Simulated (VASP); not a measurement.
Input of a VASP 6.6.1 run:

INCAR

```
SYSTEM = BaZrO3
PREC = Accurate
ENCUT = 900
EDIFF = 1E-8
ISMEAR = 0
SIGMA = 0.05
LREAL = .False.
LASPH = .True.
NELM = 100
ALGO = Normal
ISIF = 2
LWAVE = .False.
LCHARG = .False.
METAGGA = R2SCAN
LMIXTAU = .True.
NBANDS = 28
ADDGRID = .False.
```

KPOINTS

```
regular mesh
0
Gamma
  9 9 9
  0 0 0
```

File POSCAR:

```
BaZrO3
1.0
    4.1913400000      0.0000000000      0.0000000000
    0.0000000000      4.1913400000      0.0000000000
    0.0000000000      0.0000000000      4.1913400000
Ba Zr O
1 1 3
Direct
    0.0000000000      0.0000000000      0.0000000000
    0.5000000000      0.5000000000      0.5000000000
    0.5000000000      0.5000000000      0.0000000000
    0.5000000000      0.0000000000      0.5000000000
    0.0000000000      0.5000000000      0.5000000000
```

Potentials or basis: VASP PAW PBE potentials, release 64 (Ba_sv, Zr_sv, O).

Run with:

```sh
$ cat potpaw_PBE.64/Ba_sv/POTCAR potpaw_PBE.64/Zr_sv/POTCAR potpaw_PBE.64/O/POTCAR > POTCAR
$ mpirun -np 1 vasp_std > vasp.out
```

Problem. Predict the band gap on the k mesh.

Solution. 3.74 eV, indirect (least direct gap 3.95 eV).

Problem. Predict the pressure.

Solution. 2.8 GPa.

Caveat: the PAW data sets were made with another functional, which shifts forces and pressure a little; spin-orbit coupling is left out, which moves the levels of the heavy elements; an odd mesh through Γ misses points on the zone boundary, where band edges often lie.
